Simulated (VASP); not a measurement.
Here is the system:

```xyz
2
Lattice="0.0000 2.5261 2.5261 2.5261 0.0000 2.5261 2.5261 2.5261 0.0000" Properties=species:S:1:pos:R:3 pbc="T T T"
In     0.0000     0.0000     0.0000
N      1.2630     1.2630     1.2630
```

Calculation: PBE GGA, VASP's PBE PAW potentials (set 64) (plane waves; VASP 6.6.1). Numerical set-up: 600 eV cut-off, 12×12×12 Γ-centred mesh, first-order Methfessel-Paxton smearing of 0.10 eV, potentials In_d N.

Energy and stress use the plane-wave basis of the starting cell.

Task: The ions, cell shape and volume at an external pressure of 10.0 GPa are relaxed. Which structure does the run end with?

Result: 
```xyz
2
Lattice="0.0000 2.4670 2.4670 2.4670 0.0000 2.4670 2.4670 2.4670 0.0000" Properties=species:S:1:pos:R:3 pbc="T T T"
In     2.4670     2.4670     4.9339
N      1.2335     1.2335     1.2335
```
Space group F-43m (216), at a tolerance of 0.03 Å.

Task: How do energy and volume change from the first to the last step?

Result: The energy (σ→0) changes by +32.1 meV/atom and the volume by -6.9 %, in 4 ionic steps.

The compound is InN in the zinc blende structure, a metastable form; wurtzite is the usual one. This run relaxes it under an external pressure of 10 GPa. Symmetry was kept, so distortions that lower it aren't found.
